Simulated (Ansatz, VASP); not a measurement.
One calculation of Ge, two programs

```
Ge
1.0
     0.00000    2.65977    2.65977
     2.65977    0.00000    2.65977
     2.65977    2.65977    0.00000
Ge
2
Direct
  0.50000 0.50000 0.50000
  0.75000 0.75000 0.75000
```

Alike in both runs: functional PBE; k mesh 14 × 14 × 14; occupations gaussian, width 0.1 eV; no spin polarisation.

Ansatz relaxed the structure, and its values are those at the end. VASP's run is a single point on that final structure, the one shown.

```csv
,VASP,Ansatz
version,VASP 6.6.1,Ansatz 0.2.0
potentials or method,"VASP PAW PBE potentials, release 64 (Ge_d)","scalar-relativistic, plane waves, PAW"
plane-wave cutoff (eV),520,420
valence electrons in the cell,28,28
```

VASP gave:

```
gap on the k mesh at the Fermi level (eV) : 0.26
least direct gap on the mesh (eV)         : 1.84
pressure (GPa)                            : 24.8
```

Q: Which values does Ansatz return?

A: gap on the k mesh at the Fermi level (eV): 0.26; least direct gap on the mesh (eV): 1.83; pressure (GPa): 25.0.

Caveats: so large a pressure means that the cell lies far from this level's equilibrium, or that cutoff or potentials fall short (VASP).
